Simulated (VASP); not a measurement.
Crystal: Rh.

```
Rh
1.0
     0.00000    1.89785    1.89785
     1.89785    0.00000    1.89785
     1.89785    1.89785    0.00000
Rh
1
Direct
  0.00000 0.00000 0.00000
```

Base run:

| Item | Value |
| --- | --- |
| Program | VASP 6.6.1 |
| Functional | PBE |
| Potentials or basis | VASP PAW PBE potentials, release 54 (Rh_pv) |
| Cutoff | 520 eV |
| k mesh | 12 × 12 × 12 |
| Occupations | gaussian, width 0.05 eV |
| Spin | no spin polarisation |

Its results: band gap on the k mesh none (metal or under the smearing width); pressure 7.3 GPa.

**Question.** After a change of settings the same cell gave: band gap on the k mesh none (metal or under the smearing width); pressure -9.1 GPa. Which change was it?
A. potentials or basis from VASP PAW PBE potentials, release 54 (Rh_pv) to VASP PAW PBE potentials, release 64 (Rh_pv); occupations from gaussian, width 0.05 eV to fermi-dirac, width 0.05 eV
B. occupations from gaussian, width 0.05 eV to gaussian, width 0.02 eV; further incar settings from ALGO = Normal; EDIFF = 1e-07; NBANDS = 14 to ALGO = Normal; EDIFF = 1e-06; NBANDS = 14
C. functional from PBE to LDA; potentials or basis from VASP PAW PBE potentials, release 54 (Rh_pv) to VASP PAW LDA potentials, release 64 (Rh_pv)

**Answer.** C.

Not every run made on this cell is shown here.
